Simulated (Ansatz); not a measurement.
CdF₂ built on the fluorite prototype, relaxed with r2SCAN in the PAW code Ansatz: space group Fm-3m (No. 225), cubic; conventional cell a = 5.388 Å, 13.04 Å³ an atom. Cd has 8 F at 2.33 Å; F has 4 Cd at 2.33 Å. The cell was then strained (x, y and z are the cube axes), with the atoms relaxed again; stress is positive in compression. Calculated for a static, non-magnetic cell.

- Uniaxial -1.0 % along z, other directions held: r2SCAN's stress changes by +1.95 GPa along the strain and +0.77 GPa across it.
- Isotropic +2.0 % on every length: the pressure changes by -5.83 GPa, and the HSE06 gap (W → Γ) goes from 5.207 to 4.968 eV.
- Epitaxial strain of +1.37 % in the (001) plane: the free normal strain is -1.00 % and the in-plane stress changes by -2.78 GPa.

**Estimate C₁₁, C₁₂ and the bulk modulus from the uniaxial step.** With compression positive, C₁₁ ≈ −Δσ∥/ε = (-1.95)/(-0.0100) = 195 GPa and C₁₂ ≈ (-0.77)/(-0.0100) = 77 GPa; B = (C₁₁ + 2C₁₂)/3 = 116 GPa. A one-sided step carries third-order terms: it reads high by some per cent.

**What bulk modulus does the isotropic step give?** Δ ln V = 3 ln(1.0200) = +0.0594, so B ≈ −ΔP/Δ ln V = 98 GPa, against 116 GPa from C₁₁ and C₁₂; one-sided steps of finite size carry third-order terms.

**Give the volume deformation potential of that gap and its pressure coefficient.** a_V = ΔE_g/Δ ln V = (-0.239)/(+0.0594) = -4.02 eV; dE_g/dP = −a_V/B = +41 meV/GPa, with HSE06's gap and r2SCAN's modulus.

**What do the film's normal strain and stress say about the elastic constants?** ε⊥/ε∥ = (-0.0100)/(+0.0137) = -0.73, which linear elasticity sets to −2C₁₂/C₁₁ = -0.79 from the uniaxial step. The biaxial modulus is M = −Δσ/ε∥ = 203 GPa (C₁₁ + C₁₂ − 2C₁₂²/C₁₁ = 211 GPa).

**How much elastic energy does the film store, with 13.04 Å³ an atom?** u = M ε∥² = −Δσ ε∥ = +2.78 × (+0.0137) = 0.0381 GPa, and 1 GPa Å³ is 6.2415 meV: 3.10 meV an atom. The total energies of the two runs differ by 3.10 meV an atom.

Spin-orbit coupling is left out.

Where an edge lies off the special points, it is a point of the mesh or the k point where a search put PBE's edge or least direct gap, reused for the other functionals, whose own edges may lie a little apart.

The meshes of the hybrids are coarse, so their gaps aren't converged to the digits shown.
